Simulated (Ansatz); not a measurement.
Ansatz input

```yaml
crystal:
  lattice:
    - [0.0, 2.5400956244, 2.5400956244]
    - [2.5400956244, 0.0, 2.5400956244]
    - [2.5400956244, 2.5400956244, 0.0]
  atoms:
    - { symbol: Mn, position: [0.125, 0.125, 0.125], spin: 1.509 }
    - { symbol: Mn, position: [0.875, 0.875, 0.875], spin: -1.509 }
hamiltonian:
  xc: pbe
  pseudopotentials:
    kind: paw
    azcp:
      Mn: "pseudopotentials/Mn.paw.azcp"
basis:
  ecutwfc: 420
  fft_grid_basis: typed
kpoints:
  mp_grid: { grid: [12, 12, 12], shift: [0, 0, 0] }
magnetization:
  spin_polarized: true
scf:
  occupations: { method: fermi_dirac, width: 0.05 }
  lower_state_search: "off"
output:
  stress: true
```

and its output:

```
Engine: ansatz 0.2.0, x86_64-unknown-linux-gnu
Pseudopotentials: kind: paw
Pseudopotential: Mn, paw, valence charge 15, recommended cutoff 420 eV (normal) 
Functional definition: PBE
  parameter kappa = 0.804
  parameter beta = 0.06672455060314922
  exchange = pbe_x(kappa = kappa, mu = beta*pi^2/3)
  correlation = pbe_c(beta = beta)
Crystal: 2 atoms, lattice volume = 32.778 Å³
Basis set: ecut = 420 eV, 645 PW (Γ)
Bands: 21, of which v1, the nominal top of the filled ones, is band 15 counted from 1 (14 counted from 0)
Symmetry: 24 space group operations
Space group: F-43m (ITA 216), of the structure as read, at distance tolerance 3.2e-5 Å
Magnetic group: BNS 227.130 (UNI 1632), of the structure as read, at distance tolerance 3.2e-5 Å
k-points: 72 of 1728 (time reversal used)
Non-local potential: Mn, projectors of the file, l = 0: 3, l = 1: 2, l = 2: 3, l = 3: 1
PAW form: soft (Blöchl's): semilocal exchange-correlation on the pseudo side does not see the compensation charge
PAW one-centre angular grid: Mn, 590 points (default); XC on 64 Gauss nodes
Initial density: superposition of atomic densities (chi_scale 0.1, normalization cell)
Starting moments: Σ|m| = 3.018 μB on 2 of 2 sites
Starting magnetic order: antiferromagnet; an inversion exchanges its spin sublattices: spin-degenerate at every k-point
Initial wavefunctions: pseudopotential atomic-orbital guess
Functional: x = pbe(κ = 0.804, μ = 0.2195149727645171), c = pbe(β = 0.06672455060314922)
iter 1 solved again at ethr=2.28e-3 eV; its pass at ethr=3.10e-3 eV (dr2=6.83e-1 eV) is discarded
SCF iter   1: F=—  HF=-7795.088741 eV  |F-HF|=—  |Δ(HF+E_count)|=         —  Δρ=2.71e-2 (↑2.71e-2 ↓2.71e-2)  dr2=6.87e-1  dr2_m=3.34e-2  M=0.000 μB ∫|m|=2.979 μB  β_m=1.00  ethr=2.28e-3  ⟨swp⟩=1.0  Hψ=15693  notcnv=0
spin=Collinear: Kerker preconditioning applied to the charge; magnetization (m = ρ↑ − ρ↓) channel mixes plain (no charge-response kernel on spin).
SCF iter   2: F=—  HF=-7795.090355 eV  |F-HF|=—  |Δ(HF+E_count)|=   1.61e-3  Δρ=2.19e-2 (↑2.19e-2 ↓2.19e-2)  dr2=4.43e-1  dr2_m=2.83e-2  M=0.000 μB ∫|m|=3.227 μB  β_m=1.00  ethr=2.28e-3  ⟨swp⟩=2.0  Hψ=3780  notcnv=0
SCF iter   3: F=—  HF=-7794.968382 eV  |F-HF|=—  |Δ(HF+E_count)|=   1.22e-1  Δρ=8.34e-3 (↑8.34e-3 ↓8.32e-3)  dr2=1.07e-2  dr2_m=1.59e-2  M=-0.000 μB ∫|m|=3.404 μB  β_m=1.00  ethr=1.48e-3  ⟨swp⟩=2.1  Hψ=4890  notcnv=0
SCF iter   4: F=—  HF=-7794.982153 eV  |F-HF|=—  |Δ(HF+E_count)|=   1.38e-2  Δρ=6.15e-3 (↑6.10e-3 ↓6.15e-3)  dr2=6.18e-3  dr2_m=8.15e-3  M=0.000 μB ∫|m|=3.523 μB  β_m=1.00  ethr=3.57e-5  ⟨swp⟩=3.0  Hψ=5912  notcnv=0  defer=4
SCF iter   5: F=—  HF=-7795.002597 eV  |F-HF|=—  |Δ(HF+E_count)|=   2.04e-2  Δρ=4.58e-3 (↑4.58e-3 ↓4.07e-3)  dr2=8.33e-4  dr2_m=5.37e-3  M=-0.000 μB ∫|m|=3.618 μB  β_m=1.00  ethr=2.06e-5  ⟨swp⟩=2.0  Hψ=6078  notcnv=0  defer=10
SCF iter   6: F=—  HF=-7795.016833 eV  |F-HF|=—  |Δ(HF+E_count)|=   1.42e-2  Δρ=4.14e-3 (↑3.08e-3 ↓4.14e-3)  dr2=6.16e-4  dr2_m=3.75e-3  M=0.001 μB ∫|m|=3.696 μB  β_m=1.00  ethr=2.78e-6  ⟨swp⟩=2.0  Hψ=5423  notcnv=0  defer=12
SCF iter   7: F=—  HF=-7795.027502 eV  |F-HF|=—  |Δ(HF+E_count)|=   1.07e-2  Δρ=3.33e-3 (↑3.33e-3 ↓3.05e-3)  dr2=1.55e-4  dr2_m=2.94e-3  M=-0.000 μB ∫|m|=3.764 μB  β_m=0.30  ethr=2.05e-6  ⟨swp⟩=2.0  Hψ=4087  notcnv=0  defer=12
Mixer restart at iter 7: flushing history
spin-set hold released at iteration 7 (site moments contracting): the magnetisation degrees of freedom join the quasi-Newton model from the next iteration; the mixer history was flushed
SCF iter   8: F=—  HF=-7795.039219 eV  |F-HF|=—  |Δ(HF+E_count)|=   1.17e-2  Δρ=4.70e-3 (↑4.16e-3 ↓4.70e-3)  dr2=1.69e-4  dr2_m=5.85e-3  M=0.001 μB ∫|m|=3.811 μB  β_m=0.49  ethr=5.17e-7  ⟨swp⟩=2.0  Hψ=5824  notcnv=0  defer=12
SCF iter   9: F=—  HF=-7795.058318 eV  |F-HF|=—  |Δ(HF+E_count)|=   1.91e-2  Δρ=1.14e-2 (↑1.14e-2 ↓4.56e-4)  dr2=4.37e-2  dr2_m=9.66e-3  M=-0.010 μB ∫|m|=3.968 μB  β_m=0.68  ethr=5.17e-7  ⟨swp⟩=2.5  Hψ=6200  notcnv=0  defer=15
SCF iter  10: F=—  HF=-7795.075471 eV  |F-HF|=—  |Δ(HF+E_count)|=   1.72e-2  Δρ=1.80e-2 (↑1.00e-2 ↓1.80e-2)  dr2=2.62e-1  dr2_m=4.90e-3  M=0.022 μB ∫|m|=4.144 μB  β_m=0.26  ethr=5.17e-7  ⟨swp⟩=3.2  Hψ=7355  notcnv=0  defer=15  recentre
SCF iter  11: F=—  HF=-7795.060328 eV  |F-HF|=—  |Δ(HF+E_count)|=   1.51e-2  Δρ=2.88e-3 (↑2.29e-3 ↓2.88e-3)  dr2=2.50e-4  dr2_m=1.97e-3  M=0.000 μB ∫|m|=4.094 μB  β_m=0.44  ethr=5.17e-7  ⟨swp⟩=2.7  Hψ=7044  notcnv=0  defer=23
SCF iter  12: F=—  HF=-7795.064755 eV  |F-HF|=—  |Δ(HF+E_count)|=   4.43e-3  Δρ=4.78e-4 (↑4.78e-4 ↓3.77e-4)  dr2=9.07e-5  dr2_m=3.73e-5  M=0.000 μB ∫|m|=4.319 μB  β_m=0.71  ethr=5.17e-7  ⟨swp⟩=2.7  Hψ=6435  notcnv=0  defer=28
SCF iter  13: F=—  HF=-7795.064800 eV  |F-HF|=—  |Δ(HF+E_count)|=   4.46e-5  Δρ=3.66e-4 (↑2.81e-4 ↓3.66e-4)  dr2=7.43e-5  dr2_m=1.48e-5  M=0.000 μB ∫|m|=4.300 μB  β_m=0.85  ethr=3.02e-7  ⟨swp⟩=2.3  Hψ=4495  notcnv=0  defer=29
SCF iter  14: F=—  HF=-7795.064802 eV  |F-HF|=—  |Δ(HF+E_count)|=   1.57e-6  Δρ=2.43e-4 (↑2.43e-4 ↓2.40e-4)  dr2=4.04e-6  dr2_m=1.57e-5  M=-0.000 μB ∫|m|=4.304 μB  β_m=0.93  ethr=2.48e-7  ⟨swp⟩=2.0  Hψ=4002  notcnv=0  defer=29
SCF iter  15: F=—  HF=-7795.064810 eV  |F-HF|=—  |Δ(HF+E_count)|=   8.02e-6  Δρ=3.39e-5 (↑3.22e-5 ↓3.39e-5)  dr2=4.24e-7  dr2_m=1.91e-7  M=-0.000 μB ∫|m|=4.315 μB  β_m=0.96  ethr=1.35e-8  ⟨swp⟩=2.0  Hψ=4566  notcnv=0  defer=29
iter 16 did not close the SCF: its close was put off for a magnetic moment that had not settled (scf_convergence_deferred on its scf_iter line)
SCF iter  16: F=-7795.064810 eV  HF=-7795.064810 eV  |F-HF|=2.02e-8  |Δ(HF+E_count)|=   2.01e-7  Δρ=1.59e-5 (↑1.59e-5 ↓9.69e-6)  dr2=5.53e-8  dr2_m=4.04e-8  M=-0.000 μB ∫|m|=4.313 μB  β_m=0.97  ethr=3.33e-10  ⟨swp⟩=3.1  Hψ=10699  notcnv=0
SCF iter  17: F=-7795.064810 eV  HF=-7795.064810 eV  |F-HF|=5.77e-9  |Δ(HF+E_count)|=   2.66e-8  Δρ=2.74e-6 (↑2.61e-6 ↓2.74e-6)  dr2=9.13e-9  dr2_m=1.01e-10  M=0.000 μB ∫|m|=4.314 μB  ethr=1.84e-10  ⟨swp⟩=2.0  Hψ=9009  notcnv=0
SCF 1 converged in 17 iterations: F = -7795.064810 eV  dr2 = 9.13e-9
SCF converged after 17 iterations
Magnetization: 0.0000 μB (15.0000 up, 15.0000 down)
Absolute magnetization: 4.3140 μB (∫|ρ↑−ρ↓|, with the PAW one-centre terms)
Spin contamination: 1.3673 ħ² per cell (⟨S²⟩ above its minimum at these occupations)
Per-site moments (μB) at R_I (Å): [(1.9263062891053677, 0.9074122772434892), (-1.9263050078814503, 0.9074122772434892)]
Free energy (F): -7795.064810 eV
Harris-Foulkes:  -7795.064810 eV  (|F-HF|=5.77e-9)
Internal energy: -7795.059931 eV  (E = F + TS)
E sigma→0 (E₀):  -7795.062371 eV
Entropy (-TS):   -0.004879 eV (-2.439 meV/atom)
Fermi energy:    12.283938 eV
--- Per-component energies (eV) ---
  E_band       = -555.823075
  E_kinetic    = 613.015139
  E_local      = -4496.237744  (includes V_loc(G=0)·N_el)
  E_nonlocal   = 485.772079
  E_hartree    = 1866.012327
  E_xc         = -226.866006
  E_vxc        = -290.322329  (∫ρ·V_xc dr)
  E_paw        = -2601.295285  (= ΣΔE_a)
  E_vpaw       = -600.081140  (= ΣTr[D̂ρ^β])
  E_aug_tail   = -0.000019  (compensation charges beyond the density's cutoff)
  E_ewald      = -3435.460422
  E_smearing   = -0.004879  (= −TS)
  E_closure    = 0.000000  (closes the sum)
  Σ components = -7795.064810   (vs F -7795.064810, Δ=0.00e0)
--- Stress (GPa, compression-positive) ---
        1.911587       0.000000       0.000000
        0.000000       1.911587      -0.000000
        0.000000      -0.000000       1.911587
  P = ⅓ Tr σ = 1.9116 GPa (19.116 kbar)
```

Launched by

```sh
ansatz run input.yaml --threads 1 --pin off --max-ram 3584MiB --backend cpu --events-out ev --progress --plain --runs-dir out
```

On 1 thread of Intel(R) Xeon(R) Platinum 8259CL CPU @ 2.50GHz (Skylake/Cascade Lake) (shared host) this took about 25 s of wall time and 23 s of CPU time.
